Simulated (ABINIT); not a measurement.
Planning a run of ABINIT 10.8.3 on CdS (Greenockite). The input:

```
acell 3*1.0 Angstrom
rprim 
  4.137000000025 -0.000000000006 0.000000000000
  -2.068500000008 3.582747095481 0.000000000000
  0.000000000000 0.000000000000 6.714400000000
ntypat 2
znucl 48 16
natom 4
typat 1 1 2 2
xred 
  0.666666666667 0.333333333333 0.000000000000
  0.333333333333 0.666666666667 0.500000000000
  0.666666666667 0.333333333333 0.375000000000
  0.333333333333 0.666666666667 0.875000000000
pp_dirpath "pseudos"
pseudos "Cd.upf, S.upf"
ecut 47
ngkpt 9 9 6
nshiftk 1
shiftk 0 0 0
kptopt 1
chksymbreak 0
iscf -2
irdden 1
istwfk *1
nband 38
nbdbuf 4
tolwfr 1e-09
nstep 60
prtvol 0
indata_prefix "in"
outdata_prefix "out"
tmpdata_prefix "tmp"
```

```sh
OMP_NUM_THREADS=1 mpirun -n 4 abinit run.abi > log
```

**Question.** How long will it take on 4 MPI ranks of Arm Neoverse V1, shared host, and how much memory?

It took 2 min; on shared hardware allow 61 s to 4.1 min. Peak host memory was 0.61 GiB.

[Paths, hosts, dates, memory and timing lines, banners, echoed tables and standing remarks are left out of the program output.]

[Logs are printed without paths, hosts, clocks, repeated set-up lines and the standing remarks that a program may print on its own settings, such as how far it seeks lower states.]

[Runs of the session that timed out or met a known fault of the program may be left out.]

[Hosts, paths, dates, database ids (printed as entryN), source tags and the programs' standing remarks are cut or masked in the printed files.]

[G0W0 gaps are taken among the corrected bands and points alone; a level outside them can change the order at an edge.]

[Where Ansatz stands beside ABINIT at settings called matched, ABINIT's density can come from a denser mesh and the files from another edition; pairs whose starting gaps differed by over 0.03 eV were left out, so agreement reads better than it is.]
